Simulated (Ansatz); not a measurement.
Consider the substitution at a C–C bond: `FC(F)(F)CC(F)(F)F` + `OBCl` → `FC(F)(F)COBCl` + `FC(F)F`.

Gas-phase electronic energies from Ansatz, PBE0-D4/def2-TZVP geometries. CBS: MP2 limit from def2 TZ/QZ plus the TZ coupled-cluster correction, frozen cores. This one scheme is used for every species. DFT in def2-TZVPP. One conformer a species, not always the lowest.

`FC(F)(F)CC(F)(F)F`:

Cartesian coordinates in Å:
```
F -1.676 -0.549 -0.983
C -0.469 -1.014 -0.660
F -0.622 -1.888 0.336
F -0.002 -1.688 -1.719
C 0.501 0.092 -0.313
C 0.126 0.951 0.874
F 1.070 1.884 1.054
F -1.035 1.584 0.698
F 0.039 0.247 2.003
H 0.597 0.742 -1.183
H 1.471 -0.361 -0.108
```

`OBCl`:

Z-matrix (Å, degrees):
```
B
O 1 1.340
Cl 1 1.766 2 121.0
H 1 1.189 2 119.8 3 -180.0
H 2 0.963 1 113.9 3 -0.0
```

`FC(F)(F)COBCl`:

```xyz
11

F    -0.158    2.432    0.854
C    -0.157    1.464   -0.070
F     0.450    1.933   -1.158
F    -1.426    1.201   -0.392
C     0.538    0.239    0.489
O     0.555   -0.782   -0.471
B    -0.238   -1.862   -0.354
Cl   -0.190   -3.056   -1.625
H     0.010   -0.059    1.400
H     1.565    0.516    0.735
H    -0.949   -2.026    0.591
```

`FC(F)F`:

Z-matrix (Å, degrees):
```
C
F 1 1.331
F 1 1.331 2 108.5
F 1 1.331 2 108.5 3 -117.7
H 1 1.093 2 110.4 3 121.1
```

```
          level  ΔE (kJ/mol)
         r2SCAN         68.7
   MP2/def2-SVP         70.0
  HF/def2-TZVPP         51.9
CCSD/def2-TZVPP         61.7
```

Question: What does CCSD(T)/CBS give? (Best estimate.)

Answer: Computed: +65.4 kJ/mol. The listed levels differ from it by 3.3, 4.6, -13.5, -3.7 kJ/mol.

Largest T1 diagnostic among the species: 0.012.

In def2-TZVPP, CCSD(T) changes the Hartree–Fock value by +10.9 kJ/mol (the triples alone add +1.1 kJ/mol) and MP2 by +14.1 kJ/mol. Leaving LDA and LC-ωPBE aside and taking each functional with its dispersion term where it has one, the values, not all of them listed here, spread over 13.0 kJ/mol, from BLYP-D4 to B97M-V. LDA lies +9.1 kJ/mol from PBE without D4. From BLYP to BHLYP (50 % exact exchange), in def2-TZVPP and without D4, ΔE moves by +4.6 kJ/mol.

CCSD(T)/CBS has its own doubt, a few kJ/mol and more with outer-core shells, so smaller differences from it don't rank the levels.
